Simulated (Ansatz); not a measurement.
**SnS2, one cell by several methods**

```
CELL_PARAMETERS angstrom
3.58627 0.00000 0.00000
-1.79313 3.10580 0.00000
0.00000 0.00000 5.47563
ATOMIC_POSITIONS crystal
Sn 0.00000 0.00000 0.00000
S 0.66667 0.33333 0.26390
S 0.33333 0.66667 0.73610
```

Atom numbers follow the list: Sn1, S2, S3.

The cell comes from COD entry 7038081, which wasn't checked; take it as a given geometry. The listed cell was then made from it by scaling, straining or moving an atom.

Spin–orbit coupling is left out, though it moves levels of the heavy atoms by tenths of an eV or more.

Levels of theory: DFT, PBE, PAW with Ansatz's default frozen-core files, scalar-relativistic (Ansatz 0.2.0); DFT, PBE, all-electron LAPW, scalar-relativistic (Ansatz 0.2.0).

For PAW: a Γ-centred 10×10×6 k mesh, Fermi–Dirac smearing of 0.01 eV, cutoff 420 eV, no spin polarisation. LAPW targets a basis error of 1 meV/atom. The Ansatz runs share mesh, smearing and spin set-up. Plane-wave (PAW) pressures include the program's estimate of the Pulay term.

Stress and pressure are positive in compression.

The change that made this cell: volume scaled by 0.99.

PAW results:

```
             quantity    PAW
       pressure (GPa)  10.41
      stress xx (GPa)  10.35
      stress zz (GPa)  10.53
force on S2, z (eV/Å)  0.559
        band gap (eV)  1.111
```

Question: What does all-electron LAPW give for the same quantities?

Answer: 
```csv
quantity,LAPW
pressure (GPa),10.40
stress xx (GPa),10.34
stress zz (GPa),10.51
"force on S2, z (eV/Å)",0.557
band gap (eV),1.115
```
